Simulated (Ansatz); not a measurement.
**AlSb: thickness series**

The parent structure is AlSb in the zinc blende structure (space group F-43m, No. 216; a = 6.177 Å). Axes: x, y, z lie along the cube axes.

Free-standing slabs (2 atom(s) a layer) normal to [110] with 15 Å of vacuum; in-plane cell held at bulk.

Computed with r2SCAN in Ansatz (plane waves to 500 eV, PAW, scalar-relativistic without spin-orbit coupling).

Notes on the quantities. layer's space group: with vacuum.

```json
[
 {"variant": "base", "band gap": "1.51 eV", "layer's space group": "–", "smallest direct gap": "2.03 eV"},
 {"variant": "1 layer", "band gap": "zero", "layer's space group": "Pmm2 (No. 25)", "smallest direct gap": "–"},
 {"variant": "2 layers", "band gap": "1.73 eV", "layer's space group": "Pmn2_1 (No. 31)", "smallest direct gap": "1.93 eV"},
 {"variant": "3 layers", "band gap": "0.30 eV", "layer's space group": "Pmm2 (No. 25)", "smallest direct gap": "0.70 eV"},
 {"variant": "4 layers", "band gap": "1.05 eV", "layer's space group": "Pmn2_1 (No. 31)", "smallest direct gap": "1.60 eV"},
 {"variant": "5 layers", "band gap": "0.83 eV", "layer's space group": "Pmm2 (No. 25)", "smallest direct gap": "1.48 eV"},
 {"variant": "6 layers", "band gap": "0.97 eV", "layer's space group": "Pmn2_1 (No. 31)", "smallest direct gap": "1.57 eV"},
 {"variant": "7 layers", "band gap": "0.85 eV", "layer's space group": "Pmm2 (No. 25)", "smallest direct gap": "1.54 eV"}
]
```

Spin-orbit coupling, missing from the scalar runs, can matter with Sb. Stability against distortions was not tested. All final runs are without spin polarisation. A zero or small gap of AlSb can be the functional's error rather than a property of the material.

Ansatz is a program for electronic structure.
